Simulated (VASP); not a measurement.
# InP (F-43m) in VASP: a series of runs

The runs below take InP through dielectric tensor, with PBE.

Program: VASP 6.6.1. These are calculated values, not measurements. Logs are shortened: lines on timing, memory, paths and dates and some standing lists are left out, and cuts for length are marked.

## (1) The crystal as given

The structure is cubic, space group F-43m (No. 216). Conventional cell: a = 5.861 Å, b = 5.861 Å, c = 5.861 Å, α = 90.00°, β = 90.00°, γ = 90.00°. Around In (site symmetry -43m) lie 4 P at 2.54 Å. P (site symmetry -43m) is surrounded by 4 In at 2.54 Å.

## (2) Dielectric tensor, PBE

File INCAR:

```
SYSTEM = InP
PREC = Accurate
ENCUT = 300
EDIFF = 1E-8
ISMEAR = 0
SIGMA = 0.01
LREAL = .False.
LASPH = .True.
NELM = 100
ALGO = Normal
ISIF = 2
LWAVE = .False.
LCHARG = .False.
GGA = PE
LEPSILON = .True.
```

File KPOINTS:

```
regular mesh
0
Gamma
  9 9 9
  0 0 0
```

File POSCAR:

```
InP
1.0
    0.0000000000      2.9305000000      2.9305000000
    2.9305000000      0.0000000000      2.9305000000
    2.9305000000      2.9305000000      0.0000000000
In P
1 1
Direct
    0.0000000000      0.0000000000      0.0000000000
    0.7500000000      0.7500000000      0.7500000000
```

Potentials or basis: VASP PAW PBE potentials, release 64 (In_d, P).

Run with:

```
$ cat potpaw_PBE.64/In_d/POTCAR potpaw_PBE.64/P/POTCAR > POTCAR
$ mpirun -np 1 vasp_std > vasp.out
```

OUTCAR:

```text
SYSTEM = InP
   PREC = Accurate
   ENCUT = 300
   EDIFF = 1E-8
   ISMEAR = 0
   LREAL = .False.
   LASPH = .True.
   NELM = 100
   ISIF = 2
   GGA = PE
   LEPSILON = .True.

 Found     35 irreducible k-points:

 Following reciprocal coordinates:
            Coordinates               Weight
  0.000000  0.000000  0.000000      1.000000
  0.111111  0.000000  0.000000      8.000000
  0.222222  0.000000  0.000000      8.000000
  0.333333  0.000000  0.000000      8.000000
  0.444444  0.000000  0.000000      8.000000
  0.111111  0.111111  0.000000      6.000000
   k-points           NKPTS =     35   k-points in BZ     NKDIM =     35   number of bands    NBANDS=     13
   number of dos      NEDOS =    301   number of ions     NIONS =      2
   total plane-waves  NPLWV =  13824
   dimension x,y,z NGX =    24 NGY =   24 NGZ =   24
   dimension x,y,z NGXF=    48 NGYF=   48 NGZF=   48
   ions per type =               1   1
   NGX,Y,Z   is equivalent  to a cutoff of   9.63,  9.63,  9.63 a.u.
   NGXF,Y,Z  is equivalent  to a cutoff of  19.25, 19.25, 19.25 a.u.
 SYSTEM =  InP
   PREC   = accura    normal or accurate (medium, high low for compatibility)
   ISTART =      0    job   : 0-new  1-cont  2-samecut
   ICHARG =      2    charge: 1-file 2-atom 10-const
   ISPIN  =      1    spin polarized calculation?
   LNONCOLLINEAR =      F non collinear calculations
   LSORBIT =      F    spin-orbit coupling
   LASPH  =      T    aspherical Exc in radial PAW
   ENCUT  =  300.0 eV  22.05 Ry    4.70 a.u.   5.85  5.85  5.85*2*pi/ulx,y,z
   NELM   =    100;   NELMIN=  2; NELMDL= -5     # of ELM steps
   EDIFF  = 0.1E-07   stopping-criterion for ELM
   LREAL  =      F    real-space projection
   EDIFFG = 0.1E-06   stopping-criterion for IOM
   NSW    =      0    number of steps for IOM
   IBRION =     -1    ionic relax: 0-MD 1-quasi-New 2-CG
   NFREE  =      0    steps in history (QN), initial steepest desc. (CG)
   ISIF   =      2    stress and relaxation
   ISYM   =      2    0-nonsym 1-usesym 2-fastsym
   POTIM  = 0.5000    time-step for ionic-motion
   TEBEG  =    0.0;   TEEND  =   0.0 temperature during run
   PSTRESS=    0.0 pullay stress
   NELECT =      18.0000    total number of electrons
   NUPDOWN=      -1.0000    fix difference up-down
   EMIN   =  10.00;   EMAX   =-10.00  energy-range for DOS
   EFERMI =   0.00;   METHOD = LEGACY
   ISMEAR =     0;   SIGMA  =   0.01  broadening in eV -4-tet -1-fermi 0-gaus
   EFERMI_NEDOS =   21; number of points for ismear=-14 and -15
   IALGO  =     38    algorithm
   IMIX   =      4    mixing-type and parameters
     AMIX     =   0.40;   BMIX     =  1.00
     AMIX_MAG =   1.60;   BMIX_MAG =  1.00
  volume/ion in A,a.u.               =      25.17       169.83
  Fermi-wavevector in a.u.,A,eV,Ry     =   1.162021  2.195901 18.371846  1.350293
  Thomas-Fermi vector in A             =   2.298587
   LORBIT       =      0    0 simple, 1 ext, 2 COOP (PROOUT), +10 PAW based schemes
   GGA     = PE    functional components
   LHFCALC =     F    Hartree Fock is set to
   AEXX    =    0.0000 exact exchange contribution
   IVDW    =     0    specifies the selected vdW correction
   LEPSILON=     T    determine dielectric tensor
   LRPA    =     F    only Hartree local field effects (RPA)
 non-spin polarized calculation
 Gauss-broadening in eV      SIGMA  =   0.01
  energy-cutoff  :      300.00
  volume of cell :       50.33
 maximum number of plane-waves:       609
   NGX = 11   NGY = 11   NGZ = 11

--------------------------------------- Ionic step        1  -------------------------------------------

 number of electron      18.0000024 magnetization

 E-fermi :   5.2993     XC(G=0):  -9.2834

 val. band max:        5.1897632714   @ k =   0.0000   0.0000   0.0000
 cond. band min:       5.8992581527   @ k =   0.0000   0.0000   0.0000
 fundamental gap:      0.7094948812
 Fermi energy:         5.2993346446

 k-point     1 :       0.0000    0.0000    0.0000
  band No.  band energies     occupation
      1      -8.9750      2.00000
      2      -8.9750      2.00000
      3      -8.9750      2.00000
      4      -8.8225      2.00000
      5      -8.8225      2.00000
      6      -6.3298      2.00000
      7       5.1898      2.00000
      8       5.1898      2.00000
      9       5.1898      2.00000
     10       5.8993      0.00000
     11       9.2829      0.00000
     12       9.2829      0.00000
     13       9.2829      0.00000

 k-point     2 :       0.1111    0.0000    0.0000
  band No.  band energies     occupation
      1      -8.9900      2.00000
      2      -8.9686      2.00000
      3      -8.9686      2.00000
      4      -8.8220      2.00000
      5      -8.8220      2.00000
      6      -6.1880      2.00000
      7       3.8633      2.00000
      8       5.0394      2.00000
      9       5.0394      2.00000
     10       6.7626      0.00000
     11       9.3829      0.00000
     12       9.5099      0.00000
     13       9.5099      0.00000

 k-point     3 :       0.2222    0.0000    0.0000
  band No.  band energies     occupation
      1      -9.0274      2.00000
      2      -8.9547      2.00000
      3      -8.9547      2.00000
      4      -8.8205      2.00000
      5      -8.8205      2.00000
      6      -5.7854      2.00000
      7       2.1602      2.00000
      8       4.7159      2.00000
      9       4.7159      2.00000
     10       7.0153      0.00000
     11       9.9158      0.00000
     12       9.9158      0.00000
     13      10.2034      0.00000

 k-point     4 :       0.3333    0.0000    0.0000
  band No.  band energies     occupation
      1      -9.0676      2.00000
      2      -8.9424      2.00000
      3      -8.9424      2.00000
      4      -8.8154      2.00000
      5      -8.8154      2.00000
      6      -5.2065      2.00000
      7       0.6259      2.00000
      8       4.4131      2.00000
      9       4.4131      2.00000
     10       6.8450      0.00000
     11      10.0634      0.00000
     12      10.0634      0.00000
     13      11.4618      0.00000

 k-point     5 :       0.4444    0.0000    0.0000
  band No.  band energies     occupation
      1      -9.0921      2.00000
      2      -8.9365      2.00000
      3      -8.9365      2.00000
      4      -8.8096      2.00000
      5      -8.8096      2.00000
      6      -4.6899      2.00000
      7      -0.3907      2.00000
      8       4.2404      2.00000
      9       4.2404      2.00000
     10       6.7080      0.00000
     11      10.0166      0.00000
     12      10.0166      0.00000
     13      12.2207      0.00000

 k-point     6 :       0.1111    0.1111    0.0000
  band No.  band energies     occupation
      1      -9.0015      2.00000
      2      -8.9628      2.00000
      3      -8.9628      2.00000
      4      -8.8271      2.00000
      5      -8.8182      2.00000
      6      -6.1412      2.00000
      7       3.8479      2.00000
      8       4.7674      2.00000
      9       4.7674      2.00000
     10       7.1949      0.00000
     11       8.7538      0.00000
     12       9.8765      0.00000
     13       9.8765      0.00000

 [... further k-points ...]

  FORCE on cell =-STRESS in cart. coord.  units (eV):
  Direction    XX          YY          ZZ          XY          YZ          ZX
  --------------------------------------------------------------------------------------
  -------------------------------------------------------------------------------------
  Total        0.9318897      0.9318897      0.9318897      0.0000000      0.0000000     -0.0000000
  in kB       29.6633321     29.6633321     29.6633321      0.0000000      0.0000000     -0.0000000
  external PRESSURE =      29.6633321 kB  Pullay stress =       0.0000000 kB

 VOLUME and BASIS-vectors are now :
 -----------------------------------------------------------------------------
  energy-cutoff  :      300.00
  volume of cell :       50.33
      direct lattice vectors                 reciprocal lattice vectors
     0.000000000  2.930500000  2.930500000    -0.170619348  0.170619348  0.170619348
     2.930500000  0.000000000  2.930500000     0.170619348 -0.170619348  0.170619348
     2.930500000  2.930500000  0.000000000     0.170619348  0.170619348 -0.170619348

 POSITION                                       TOTAL-FORCE (eV/Angst)
 -----------------------------------------------------------------------------------
      0.00000      0.00000      0.00000        -0.000000     -0.000000      0.000000
      4.39575      4.39575      4.39575         0.000000      0.000000     -0.000000
 -----------------------------------------------------------------------------------
    total drift:                               -0.000002     -0.000002     -0.000002

  FREE ENERGIE OF THE ION-ELECTRON SYSTEM (eV)
  ---------------------------------------------------
  free  energy   TOTEN  =        -8.3794698345 eV

  energy  without entropy=       -8.3794698345  energy(sigma->0) =       -8.37946983

 HEAD OF MICROSCOPIC STATIC DIELECTRIC TENSOR (INDEPENDENT PARTICLE, excluding Hartree and local field effects)
 ------------------------------------------------------
          13.820138     0.000000    -0.000000
          -0.000000    13.820138     0.000000
           0.000000     0.000000    13.820138
 ------------------------------------------------------

 Free energy of the ion-electron system (eV)
  ---------------------------------------------------
  ---------------------------------------------------
  free energy    TOTEN  =        -1.84072174 eV

  energy without entropy =       -1.84072174

------------------------ aborting loop because EDIFF is reached ----------------------------------------

--------------------------------------- Ionic step        2  -------------------------------------------

------------------------ aborting loop because EDIFF is reached ----------------------------------------

--------------------------------------- Ionic step        3  -------------------------------------------

 Free energy of the ion-electron system (eV)
  ---------------------------------------------------
  ---------------------------------------------------
  free energy    TOTEN  =        -1.84072305 eV

  energy without entropy =       -1.84072305

------------------------ aborting loop because EDIFF is reached ----------------------------------------

 PIEZOELECTRIC TENSOR FIELD DIRECTION 3  (e Angst)
 -----------------------------------------------------------------------------
    -0.00058  2.64329  0.00000           (  0.00000  0.03047  0.00000)
     2.64329 -0.00058  0.00000           (  0.03047  0.00000  0.00000)
     0.00000  0.00000 -0.00118           (  0.00000  0.00000 -0.00000)

 PIEZOELECTRIC TENSOR FIELD DIRECTION 3  (C/m^2)
 -----------------------------------------------------------------------------
    -0.00018  0.84139  0.00000
     0.84139 -0.00018  0.00000
     0.00000  0.00000 -0.00038

 MACROSCOPIC STATIC DIELECTRIC TENSOR (including local field effects in DFT)
 ------------------------------------------------------
          13.383146    -0.000000     0.000000
          -0.000000    13.383146     0.000000
          -0.000000     0.000000    13.383146
 ------------------------------------------------------

 PIEZOELECTRIC TENSOR (including local field effects)  for field in x, y, z        (e  Angst)
          XX          YY          ZZ          XY          YZ          ZX
  --------------------------------------------------------------------------------
  x    -0.00000    -0.00000    -0.00000     0.00000     2.65259     0.00000
  y     0.00000     0.00000    -0.00000     0.00000     0.00000     2.65259
  z     0.00000    -0.00000     0.00000     2.65259     0.00000     0.00000

 PIEZOELECTRIC TENSOR (including local field effects)  for field in x, y, z        (C/m^2)
          XX          YY          ZZ          XY          YZ          ZX
  --------------------------------------------------------------------------------
  x    -0.00000    -0.00000    -0.00000     0.00000     0.84435     0.00000
  y     0.00000     0.00000    -0.00000     0.00000     0.00000     0.84435
  z     0.00000    -0.00000     0.00000     0.84435     0.00000     0.00000

 BORN EFFECTIVE CHARGES (including local field effects) (in |e|, cummulative output)
 ---------------------------------------------------------------------------------
 ion    1
    1     2.59681     0.00000     0.00000
    2    -0.00000     2.59681     0.00000
    3     0.00000     0.00000     2.59681
 ion    2
    1    -2.59681    -0.00000     0.00000
    2     0.00000    -2.59681    -0.00000
    3    -0.00000    -0.00000    -2.59681
```

Wall time 81 s (1 thread of Intel Xeon 6975P-C (Granite Rapids), shared host); peak memory 0.22 GiB.

The run converged, but some of its settings lie outside the range that counts as converged, so its numbers aren't taken as properties of the crystal.

What came out:

```
Band gap on the k mesh                  : 0.71 eV, direct
Electronic dielectric tensor (diagonal) : 13.38
Born charges (mean of the diagonal)     : In +2.60; P -2.60 e
```

Caveat: the cutoff is under 1.25 times the usual one of these potentials, so pressure, stress and relaxed cells hold a basis-set (Pulay) error; spin-orbit coupling is left out, which moves the levels of the heavy elements.

## (3) Dielectric tensor, PBE

Edit INCAR of step 2 so:

```diff
@@ -2,3 +2,3 @@
 PREC = Accurate
-ENCUT = 300
+ENCUT = 350
 EDIFF = 1E-8
```

KPOINTS is that of step 2.

POSCAR is that of step 2.

Potentials or basis: VASP PAW PBE potentials, release 64 (In_d, P).

Run with:

```
$ cat potpaw_PBE.64/In_d/POTCAR potpaw_PBE.64/P/POTCAR > POTCAR
$ mpirun -np 1 vasp_std > vasp.out
```

OUTCAR:

```text
SYSTEM = InP
   PREC = Accurate
   ENCUT = 350
   EDIFF = 1E-8
   ISMEAR = 0
   LREAL = .False.
   LASPH = .True.
   NELM = 100
   ISIF = 2
   GGA = PE
   LEPSILON = .True.

 Found     35 irreducible k-points:

 Following reciprocal coordinates:
            Coordinates               Weight
  0.000000  0.000000  0.000000      1.000000
  0.111111  0.000000  0.000000      8.000000
  0.222222  0.000000  0.000000      8.000000
  0.333333  0.000000  0.000000      8.000000
  0.444444  0.000000  0.000000      8.000000
  0.111111  0.111111  0.000000      6.000000
[... 237 lines left out ...]
    -0.00019  0.84205  0.00000
     0.84205 -0.00019  0.00000
     0.00000  0.00000 -0.00037

 MACROSCOPIC STATIC DIELECTRIC TENSOR (including local field effects in DFT)
 ------------------------------------------------------
          13.364184     0.000000     0.000000
           0.000000    13.364184    -0.000000
           0.000000     0.000000    13.364184
 ------------------------------------------------------

 PIEZOELECTRIC TENSOR (including local field effects)  for field in x, y, z        (e  Angst)
          XX          YY          ZZ          XY          YZ          ZX
  --------------------------------------------------------------------------------
  x     0.00000    -0.00000     0.00000     0.00000     2.65463     0.00000
  y    -0.00000     0.00000     0.00000     0.00000     0.00000     2.65463
  z     0.00000     0.00000     0.00000     2.65463     0.00000     0.00000

 PIEZOELECTRIC TENSOR (including local field effects)  for field in x, y, z        (C/m^2)
          XX          YY          ZZ          XY          YZ          ZX
  --------------------------------------------------------------------------------
  x     0.00000    -0.00000     0.00000     0.00000     0.84501     0.00000
  y    -0.00000     0.00000     0.00000     0.00000     0.00000     0.84501
  z     0.00000     0.00000     0.00000     0.84501     0.00000     0.00000

 BORN EFFECTIVE CHARGES (including local field effects) (in |e|, cummulative output)
 ---------------------------------------------------------------------------------
 ion    1
    1     2.60040     0.00000     0.00000
    2     0.00000     2.60040     0.00000
    3     0.00000     0.00000     2.60040
 ion    2
    1    -2.60040     0.00000     0.00000
    2     0.00000    -2.60040     0.00000
    3     0.00000     0.00000    -2.60040
```

stdout:

```text
POSCAR found type information on POSCAR InP
 POSCAR found :  2 types and       2 ions
 scaLAPACK will be used
 LDA part: xc-table for (Slater+PW92), standard interpolation
 POSCAR, INCAR and KPOINTS ok, starting setup
 FFT: planning ... GRIDC
 FFT: planning ... GRID_SOFT
 FFT: planning ... GRID
 WAVECAR not read
 entering main loop
 Linear response reoptimize wavefunctions to high precision
 Linear response G [H, r] |phi>, progress :
  Direction:   1
 Linear response G [H, r] |phi>, progress :
  Direction:   2
 Linear response G [H, r] |phi>, progress :
  Direction:   3
 Linear response to external field (no local field effect), progress :
  Direction:   1
 dielectric tensor                  component  1 :    15.815     6.891     1.704
 Linear response to external field (no local field effect), progress :
  Direction:   2
 dielectric tensor                  component  2 :     6.890    16.455    -2.185
 Linear response to external field (no local field effect), progress :
  Direction:   3
 dielectric tensor                  component  3 :     1.710    -2.187     9.137
 Linear response to external field, progress :
  Direction:   1
 dielectric tensor                  component  1 :    13.364     3.192     1.450
 Linear response to external field, progress :
  Direction:   2
 dielectric tensor                  component  2 :     3.065    13.364     1.251
 Linear response to external field, progress :
  Direction:   3
 dielectric tensor                  component  3 :     2.455     2.185    13.364
 Born effective charges drift removed
```

It took 2.8 min on 1 thread of Intel Xeon 6975P-C (Granite Rapids), shared host; peak memory 0.26 GiB.

The run converged, but some of its settings lie outside the range that counts as converged, so its numbers aren't taken as properties of the crystal.

Results:

```yaml
Band_gap_on_the_k_mesh: 0.71 eV, direct
Electronic_dielectric_tensor_diagonal: 13.36
Born_charges_mean_of_the_diagonal: In +2.60; P -2.60 e
```

Caveat: spin-orbit coupling is left out, which moves the levels of the heavy elements.

(Continued in part 2 of 2.)
